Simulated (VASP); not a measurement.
TaN:

```
Ta N
1.0
     2.93800    0.00000    0.00000
    -1.46900    2.54438    0.00000
     0.00000    0.00000    2.88300
Ta N
1 1
Direct
  0.33333 0.66667 0.50000
  0.00000 0.00000 0.00000
```

```yaml
Program: VASP 6.6.1
Task: relaxation of cell and atoms
Functional: PBE
Potentials_or_basis: VASP PAW PBE potentials, release 64 (Ta_pv, N)
Cutoff: 600 eV
k_mesh: 12 × 12 × 8
Occupations: fermi-dirac, width 0.02 eV
Spin: no spin polarisation
```

At the start: pressure 5.3 GPa; volume 10.78 Å³/atom.

Q: Where does the relaxation end?

A: Over 4 steps the energy falls by 2.7 meV/atom and the volume is 10.94 Å³/atom (+1.5 %); space group P-6m2 (No. 187, to 0.05 Å).

Step by step:
```tsv
step	energy change (eV)	largest force (eV/Å)	pressure (GPa)	volume (Å³)
1	0.0000	0.0000	5.30	21.55
2	0.0247	0.0000	-11.38	22.68
3	-0.0054	0.0000	-0.05	21.88
4	-0.0054	0.0000	0.04	21.87
```

Final structure:
```
CELL_PARAMETERS angstrom
2.95125 0.00000 0.00000
-1.47562 2.55585 0.00000
0.00000 0.00000 2.90000
ATOMIC_POSITIONS crystal
Ta 0.33333 0.66667 0.50000
N 0.00000 0.00000 0.00000
```
